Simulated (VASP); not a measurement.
# GaN (F-43m) in VASP: band structure with HSE06

Aim: the band structure of GaN with HSE06.

All numbers are computed with VASP 6.6.1; they aren't measurements. Logs are shortened: lines on timing, memory, paths and dates and some standing lists are left out, and cuts for length are marked.

**What was measured.**

From a printed reference work, textbook, for a bulk crystal of GaN at 0 K: band gap 3.299 eV (direct).

How close the calculation comes is told below.

## 1. The structure

It takes space group F-43m (No. 216, cubic). Conventional cell: a = 4.498 Å, b = 4.498 Å, c = 4.498 Å, α = 90.00°, β = 90.00°, γ = 90.00°. Around Ga (site symmetry -43m) lie 4 N at 1.95 Å. N (site symmetry -43m) has 4 Ga at 1.95 Å as nearest neighbours.

The cell is a database's computed one.

## 2. Band structure, HSE06

POSCAR reads:

```
GaN
1.0
    0.0000000000      2.2491150000      2.2491150000
    2.2491150000      0.0000000000      2.2491150000
    2.2491150000      2.2491150000      0.0000000000
Ga N
1 1
Direct
    0.0000000000      0.0000000000      0.0000000000
    0.7500000000      0.7500000000      0.7500000000
```

INCAR.step1 reads:

```
SYSTEM = GaN
PREC = Accurate ; ENCUT = 520
EDIFF = 1E-5 ; ISMEAR = 0
SIGMA = 0.02 ; LREAL = .FALSE.
LASPH = .TRUE. ; NELM = 60
ALGO = Normal ; ISIF = 2
LWAVE = .TRUE. ; LCHARG = .FALSE.
GGA = PE
```

INCAR.step2 reads:

```
SYSTEM = GaN
PREC = Accurate ; ENCUT = 520
EDIFF = 1E-6 ; ISMEAR = 0
SIGMA = 0.02 ; LREAL = .FALSE.
LASPH = .TRUE. ; NELM = 60
ALGO = Normal ; ISIF = 2
LWAVE = .FALSE. ; LCHARG = .FALSE.
GGA = PE ; LHFCALC = .TRUE.
HFSCREEN = 0.2 ; PRECFOCK = Fast
ISTART = 1
```

KPOINTS reads:

```
Automatic mesh
0
G
  6 6 6
  0 0 0
```

KPOINTS_OPT reads:

```
path GXWKGLUWLK,UX
10
line-mode
reciprocal
 0.0000000000  0.0000000000  0.0000000000  G
 0.5000000000  0.0000000000  0.5000000000  X

 0.5000000000  0.0000000000  0.5000000000  X
 0.5000000000  0.2500000000  0.7500000000  W

 0.5000000000  0.2500000000  0.7500000000  W
 0.3750000000  0.3750000000  0.7500000000  K

 0.3750000000  0.3750000000  0.7500000000  K
 0.0000000000  0.0000000000  0.0000000000  G

 0.0000000000  0.0000000000  0.0000000000  G
 0.5000000000  0.5000000000  0.5000000000  L

 0.5000000000  0.5000000000  0.5000000000  L
 0.6250000000  0.2500000000  0.6250000000  U

 0.6250000000  0.2500000000  0.6250000000  U
 0.5000000000  0.2500000000  0.7500000000  W

 0.5000000000  0.2500000000  0.7500000000  W
 0.5000000000  0.5000000000  0.5000000000  L

 0.5000000000  0.5000000000  0.5000000000  L
 0.3750000000  0.3750000000  0.7500000000  K

 0.6250000000  0.2500000000  0.6250000000  U
 0.5000000000  0.0000000000  0.5000000000  X
```

Potentials or basis: VASP PAW PBE potentials, release 64 (Ga_d, N).

Started as:

```bash
$ cat potpaw_PBE.64/Ga_d/POTCAR potpaw_PBE.64/N/POTCAR > POTCAR
$ cp INCAR.step1 INCAR
$ mpirun -np 1 vasp_std > vasp.out
$ cp INCAR.step2 INCAR
$ mpirun -np 1 vasp_std > vasp.out
```

OUTCAR:

```text
SYSTEM = GaN
   PREC = Accurate
   ENCUT = 520
   EDIFF = 1E-6
   ISMEAR = 0
   LREAL = .FALSE.
   LASPH = .TRUE.
   NELM = 60
   ISIF = 2
   GGA = PE
   LHFCALC = .TRUE.
   HFSCREEN = 0.2
   PRECFOCK = Fast
   ISTART = 1

 ion  position               nearest neighbor table
   1  0.000  0.000  0.000-   2 1.95   2 1.95   2 1.95   2 1.95
   2  0.750  0.750  0.750-   1 1.95   1 1.95   1 1.95   1 1.95

  LATTYP: Found a face centered cubic cell.
 ALAT       =     4.4982300000

  Lattice vectors:

 A1 = (   0.0000000000,   2.2491150000,   2.2491150000)
 A2 = (   2.2491150000,   0.0000000000,   2.2491150000)
 A3 = (   2.2491150000,   2.2491150000,   0.0000000000)

Analysis of symmetry for initial positions (statically):
=====================================================================
 Subroutine PRICEL returns:
 Original cell was already a primitive cell.

 Routine SETGRP: Setting up the symmetry group for a
 face centered cubic supercell.

 Subroutine GETGRP returns: Found 24 space group operations
 (whereof 24 operations were pure point group operations)
 out of a pool of 48 trial point group operations.

The static configuration has the point symmetry T_d .

Analysis of symmetry for dynamics (positions and initial velocities):
=====================================================================
 Subroutine PRICEL returns:
 Original cell was already a primitive cell.

 Routine SETGRP: Setting up the symmetry group for a
 face centered cubic supercell.

 Subroutine GETGRP returns: Found 24 space group operations
 (whereof 24 operations were pure point group operations)
 out of a pool of 48 trial point group operations.

The dynamic configuration has the point symmetry T_d .

 Subroutine INISYM returns: Found 24 space group operations
 (whereof 24 operations are pure point group operations),
 and found     1 'primitive' translations

----------------------------------------------------------------------------------------

                                     Primitive cell

  volume of cell :      22.7544

  direct lattice vectors                    reciprocal lattice vectors
     0.000000000  2.249115000  2.249115000    -0.222309664  0.222309664  0.222309664
     2.249115000  0.000000000  2.249115000     0.222309664 -0.222309664  0.222309664
     2.249115000  2.249115000  0.000000000     0.222309664  0.222309664 -0.222309664

  length of vectors
[... 91 lines left out ...]
   IMIX   =      1    mixing-type and parameters
     AMIX     =   0.40;   BMIX     =  1.00
     AMIX_MAG =   1.60;   BMIX_MAG =  1.00
  volume/ion in A,a.u.               =      11.38        76.78
  Fermi-wavevector in a.u.,A,eV,Ry     =   1.514063  2.861165 31.189824  2.292387
  Thomas-Fermi vector in A             =   2.623771
   LORBIT       =      0    0 simple, 1 ext, 2 COOP (PROOUT), +10 PAW based schemes
   GGA     = PE    functional components
   LHFCALC =     T    Hartree Fock is set to
   PRECFOCK=fast      Normal, Fast or Accurate (Low or Medium for compatibility)
   ENCUT4O =  -1.0   cutoff for four orbital integrals eV
   NKREDX  =     1    reduce k-point grid by
   NKREDY  =     1    reduce k-point grid by
   NKREDZ  =     1    reduce k-point grid by
   AEXX    =    0.2500 exact exchange contribution
   HFSCREEN=    0.2000 screening length (either q_TF or 0.3 A-1)
   HFSCREENC=   0.2000 screening length for correlation (either q_TF or 0.3 A-1)
   ENCUTFOCK=  -1.0 apply spherical cutoff to Coloumb kernel
   IVDW    =     0    specifies the selected vdW correction
   LEPSILON=     F    determine dielectric tensor
   LRPA    =     F    only Hartree local field effects (RPA)
 non-spin polarized calculation
 Gauss-broadening in eV      SIGMA  =   0.02
  energy-cutoff  :      520.00
  volume of cell :       22.75
 maximum number of plane-waves:       624
  NGX = 14; NGY = 14; NGZ = 14

 number of electron      18.0000009 magnetization

 Free energy of the ion-electron system (eV)
  ---------------------------------------------------
  ext. energy  EPLUGINS =         0.00000000
  ---------------------------------------------------
  free energy    TOTEN  =       -14.77146783 eV

  energy without entropy =      -14.77146783  energy(sigma->0) =      -14.77146783

 E-fermi :   4.5927     XC(G=0):  -9.5734

 val. band max:        4.5090233783   @ k =   0.0000   0.0000   0.0000
 cond. band min:       7.5494846840   @ k =   0.0000   0.0000   0.0000
 fundamental gap:      3.0404613057
 Fermi energy:         4.5927484184

 k-point     1 :       0.0000    0.0000    0.0000
  band No.  band energies     occupation
      1     -12.9858      2.00000
      2     -11.0686      2.00000
      3     -11.0686      2.00000
      4     -11.0686      2.00000
      5     -10.7469      2.00000
      6     -10.7469      2.00000
      7       4.5090      2.00000
      8       4.5090      2.00000
      9       4.5090      2.00000
     10       7.5495      0.00000
     11      16.4880      0.00000
     12      16.4880      0.00000
     13      16.4880      0.00000
[... 226 lines left out ...]
  band No.  band energies     occupation
      1     -12.2503      2.00000
      2     -10.9207      2.00000
      3     -10.8751      2.00000
      4     -10.7685      2.00000
      5     -10.7111      2.00000
      6      -8.3469      2.00000
      7      -1.7265      2.00000
      8       0.7694      2.00000
      9       0.8358      2.00000
     10      11.0665      0.00000
     11      14.2327      0.00000
     12      17.5596      0.00000
     13      17.7083      0.00000

------------------------ aborting loop because EDIFF is reached ----------------------------------------

  FORCE on cell =-STRESS in cart. coord.  units (eV):
  Direction    XX          YY          ZZ          XY          YZ          ZX
  --------------------------------------------------------------------------------------
  -------------------------------------------------------------------------------------
  Total       -0.0220121     -0.0220121     -0.0220121      0.0000000     -0.0000000     -0.0000000
  in kB       -1.5499102     -1.5499102     -1.5499102      0.0000000     -0.0000000     -0.0000000
  external PRESSURE =      -1.5499102 kB  Pullay stress =       0.0000000 kB

 VOLUME and BASIS-vectors are now :
 -----------------------------------------------------------------------------
  energy-cutoff  :      520.00
  volume of cell :       22.75
      direct lattice vectors                 reciprocal lattice vectors
     0.000000000  2.249115000  2.249115000    -0.222309664  0.222309664  0.222309664
     2.249115000  0.000000000  2.249115000     0.222309664 -0.222309664  0.222309664
     2.249115000  2.249115000  0.000000000     0.222309664  0.222309664 -0.222309664

 POSITION                                       TOTAL-FORCE (eV/Angst)
 -----------------------------------------------------------------------------------
      0.00000      0.00000      0.00000         0.000000      0.000000      0.000000
      3.37367      3.37367      3.37367        -0.000000     -0.000000     -0.000000
 -----------------------------------------------------------------------------------
    total drift:                               -0.000012      0.000010     -0.000001

  FREE ENERGIE OF THE ION-ELECTRON SYSTEM (eV)
  ---------------------------------------------------
  free  energy   TOTEN  =       -14.7714678288 eV

  energy  without entropy=      -14.7714678288  energy(sigma->0) =      -14.77146783
```

It took 1.6 h on 1 thread of Intel Xeon Platinum 8375C at 2.90GHz (Ice Lake), shared host; peak memory 0.27 GiB.

What came out:

| Property | Result |
| --- | --- |
| Free energy | -14.7715 eV |
| Pressure | -0.2 GPa |
| Band gap on the k mesh | 3.04 eV, direct |
| Band gap along the path | 3.04 eV, direct |

Levels at the corners of the path, in eV from the valence-band top:
```csv
point,band 6,band 7,band 8,band 9,band 10,band 11,band 12,band 13
Γ,-15.26,0.00,0.00,0.00,3.04,11.98,11.98,11.98
X,-13.06,-6.60,-2.93,-2.93,4.48,8.21,13.65,16.12
X,-13.06,-6.60,-2.93,-2.93,4.48,8.21,13.65,16.12
W,-12.79,-6.07,-4.05,-3.89,7.56,10.39,12.00,12.70
W,-12.79,-6.07,-4.05,-3.89,7.56,10.39,12.00,12.70
K,-12.92,-6.27,-4.61,-2.36,6.25,9.67,12.91,14.80
K,-12.92,-6.27,-4.61,-2.36,6.25,9.67,12.91,14.80
Γ,-15.26,0.00,0.00,0.00,3.04,11.98,11.98,11.98
Γ,-15.26,0.00,0.00,0.00,3.04,11.98,11.98,11.98
L,-13.61,-7.59,-1.05,-1.05,6.15,10.48,11.96,11.96
L,-13.61,-7.59,-1.05,-1.05,6.15,10.48,11.96,11.96
U,-12.92,-6.27,-4.61,-2.36,6.25,9.67,12.91,14.80
U,-12.92,-6.27,-4.61,-2.36,6.25,9.67,12.91,14.80
W,-12.79,-6.07,-4.05,-3.89,7.56,10.39,12.00,12.70
W,-12.79,-6.07,-4.05,-3.89,7.56,10.39,12.00,12.70
L,-13.61,-7.59,-1.05,-1.05,6.15,10.48,11.96,11.96
L,-13.61,-7.59,-1.05,-1.05,6.15,10.48,11.96,11.96
K,-12.92,-6.27,-4.61,-2.36,6.25,9.67,12.91,14.80
U,-12.92,-6.27,-4.61,-2.36,6.25,9.67,12.91,14.80
X,-13.06,-6.60,-2.93,-2.93,4.48,8.21,13.65,16.12
```

Caveat: the PAW data sets were made with another functional, which shifts forces and pressure a little.

## 3. Comparison with measurements

Step 2. Against the measured gap of GaN, 3.299 eV (direct; 0 K; a printed reference work, textbook), the calculated 3.04 eV is off by -0.26 eV. Spin-orbit coupling on Ga is left out. The value is that of HSE06, without temperature or zero-point motion. The cell is a database's relaxed one, not the measured one, which moves gaps too.
